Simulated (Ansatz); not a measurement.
# FeO: a sublattice moved along a line

These are results of DFT PBEsol, scalar-relativistic, plane waves, PAW in Ansatz 0.2.0, not measurements. The runs took a 420 eV cutoff, a Γ-centred 20×20×20 mesh and Gaussian smearing (0.15 eV). Collinear spins, started from moments 3.8, 0.4 μB in atom order; the magnetic state may not be the lowest. Energies are free energies at this smearing, counted from the undisturbed cell; pressure is positive in compression.

Reference structure (as given, not relaxed at this level; it stands at -8.5 GPa):

```
Fe O
1.0
     0.00000    2.15540    2.15540
     2.15540    0.00000    2.15540
     2.15540    2.15540    0.00000
Fe O
1 1
Direct
  0.00000 0.00000 0.00000
  0.50000 0.50000 0.50000
```

Every O atom is moved by x along the Cartesian unit vector (0.707, 0.707, 0.000); the cell and all other atoms stay fixed. The cell is metallic on the mesh throughout. At -9 GPa the given cell is far from its own equilibrium, so these figures belong to a strongly strained crystal.

(x (Å), ΔE (meV/cell)): (-0.5000, 436.5), (-0.2500, 86.3), (0.0000, 0.0), (0.1250, 18.8), (0.3750, 222.8), (0.4375, 320.7)

By symmetry 0.5000 repeats -0.5000, -0.3750 repeats 0.3750, 0.2500 repeats -0.2500, -0.1250 repeats 0.1250 in energy, with the opposite slope along the path.

Cost: 6 runs of about 14 core-minutes in all, on Arm Neoverse V1 (shared hosts).